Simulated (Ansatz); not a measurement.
**Sn: symmetry broken, then relaxed**

The calculation used Ansatz 0.2.0, DFT PBEsol, scalar-relativistic, plane waves, PAW. The runs took a 420 eV cutoff, a Γ-centred 10×6×6 mesh and Gaussian smearing (0.15 eV). No spin polarisation. Energies are free energies at this smearing, counted from the undisturbed cell; pressure is positive in compression.

The undisturbed cell (relaxed at this level):

```yaml
crystal:
  lattice:
    - [0.00000, 0.00000, -3.17397]
    - [0.00000, -5.81980, 0.00000]
    - [-5.81980, 0.00000, 0.00000]
  atoms:
    - { symbol: Sn, position: [0.25000, 0.00000, 0.50000] }
    - { symbol: Sn, position: [0.75000, 0.50000, 0.00000] }
    - { symbol: Sn, position: [0.00000, 0.00000, 0.00000] }
    - { symbol: Sn, position: [0.50000, 0.50000, 0.50000] }
```

The atoms are displaced (Å, in the unstrained cell):

```tsv
atom	ux	uy	uz
Sn1	-0.123	-0.001	-0.216
Sn2	-0.006	0.011	-0.096
Sn3	-0.044	-0.010	0.271
Sn4	0.172	0.000	0.041
```

The cell is strained by (-0.0320, 0.0044, -0.0173, -0.0095, 0.0226, -0.0492) (xx, yy, zz, yz, xz, xy; engineering shear). Cell and atoms are then relaxed.

Question: Does the relaxation return to the undisturbed structure?

Answer: No. It ends 10.8 meV/atom below it. The disturbance itself cost 44.5 meV/atom. The final space group reads P6/mmm (tolerance 0.05 Å) and the volume changes by 0.29 %.

Final structure:

```
Sn
1.0
     0.00105    0.00027   -3.21655
    -0.00514   -6.05790   -0.00026
    -5.53320    0.00788   -0.00228
Sn
4
Direct
  0.37530 0.00001 0.49936
  0.87529 0.49998 0.00076
  0.87394 0.00000 0.99936
  0.37547 0.50001 0.50052
```

The relaxation, step by step (energy from the first step; small jumps at an unchanged geometry come where the plane waves are selected anew for the new cell):

| step | ΔE (meV/atom) | largest force component (eV/Å) | pressure (GPa) |
| --- | --- | --- | --- |
| 1 | 0.0 | 1.073 | 3.62 |
| 2 | -43.1 | 0.361 | -0.93 |
| 3 | -53.8 | 0.035 | -0.16 |
| 4 | -54.5 | 0.015 | 0.07 |
| 5 | -54.8 | 0.017 | 0.13 |
| 6 | -54.7 | 0.002 | 0.04 |
| 7 | -55.0 | 0.005 | -0.02 |
| 8 | -55.3 | 0.005 | -0.03 |

Frames along the relaxation (Å, eV/Å):

```xyz
4
Lattice="-0.036 0.015 -3.119 0.143 -5.845 0.028 -5.634 0.143 -0.066" Properties=species:S:1:pos:R:3:forces:R:3 pbc="T T T" step=1
Sn   -2.947    0.078   -1.026    0.235   -0.007    0.030
Sn    0.038   -2.900   -2.420    1.047   -0.093   -0.194
Sn   -0.039   -0.011    0.266   -0.209    0.089   -0.077
Sn   -2.596   -2.848   -1.537   -1.073    0.012    0.241
4
Lattice="-0.012 0.001 -3.178 0.012 -6.030 0.001 -5.725 0.019 -0.023" Properties=species:S:1:pos:R:3:forces:R:3 pbc="T T T" step=2
Sn   -2.942    0.014   -1.018    0.134   -0.053    0.034
Sn    0.104   -3.013   -2.505   -0.361    0.014   -0.080
Sn   -0.051    0.004    0.237   -0.110   -0.014   -0.041
Sn   -2.843   -3.015   -1.501    0.337    0.053    0.087
4
Lattice="-0.002 0.001 -3.198 -0.010 -6.070 0.001 -5.565 0.002 -0.008" Properties=species:S:1:pos:R:3:forces:R:3 pbc="T T T" step=3
Sn   -2.800   -0.002   -1.082   -0.002    0.006   -0.029
Sn    0.007   -3.031   -2.702    0.026   -0.004    0.002
Sn   -0.019    0.002    0.280    0.011    0.003    0.029
Sn   -2.767   -3.035   -1.300   -0.035   -0.005   -0.001
4
Lattice="0.001 0.000 -3.204 -0.006 -6.068 -0.001 -5.535 0.007 -0.002" Properties=species:S:1:pos:R:3:forces:R:3 pbc="T T T" step=4
Sn   -2.772    0.002   -1.145    0.001    0.000   -0.010
Sn    0.002   -3.032   -2.742    0.000   -0.001   -0.015
Sn   -0.005    0.002    0.342    0.002    0.000    0.010
Sn   -2.765   -3.032   -1.264   -0.003    0.001    0.015
4
Lattice="0.003 0.000 -3.217 -0.003 -6.063 -0.001 -5.513 0.010 0.001" Properties=species:S:1:pos:R:3:forces:R:3 pbc="T T T" step=5
Sn   -2.750    0.006   -1.218    0.003   -0.003    0.015
Sn   -0.004   -3.032   -2.811   -0.003    0.000   -0.013
Sn    0.006    0.000    0.418   -0.006    0.000   -0.017
Sn   -2.763   -3.027   -1.215    0.006    0.003    0.014
4
Lattice="0.000 0.000 -3.214 -0.013 -6.034 0.000 -5.555 0.000 -0.005" Properties=species:S:1:pos:R:3:forces:R:3 pbc="T T T" step=6
Sn   -2.780    0.000   -1.208    0.001    0.000   -0.001
Sn   -0.005   -3.017   -2.811   -0.001    0.001    0.001
Sn   -0.002    0.000    0.399    0.000   -0.001    0.002
Sn   -2.782   -3.017   -1.205    0.001    0.000   -0.002
4
Lattice="0.001 0.000 -3.217 -0.005 -6.058 0.000 -5.533 0.008 -0.002" Properties=species:S:1:pos:R:3:forces:R:3 pbc="T T T" step=7
Sn   -2.763    0.004   -1.208   -0.001    0.000    0.002
Sn   -0.006   -3.029   -2.816    0.005    0.000   -0.001
Sn    0.003    0.000    0.405    0.000    0.000   -0.002
Sn   -2.772   -3.025   -1.209   -0.003    0.000    0.002
4
Lattice="0.001 0.000 -3.217 -0.005 -6.058 0.000 -5.533 0.008 -0.002" Properties=species:S:1:pos:R:3:forces:R:3 pbc="T T T" step=8
Sn   -2.763    0.004   -1.208   -0.001    0.000    0.002
Sn   -0.006   -3.029   -2.816    0.005    0.000   -0.001
Sn    0.003    0.000    0.405    0.000    0.000   -0.002
Sn   -2.772   -3.025   -1.209   -0.003    0.000    0.002
```

Cost: 3 runs of about 3.8 core-minutes in all, on Intel Xeon 6975P-C (Granite Rapids) (shared hosts).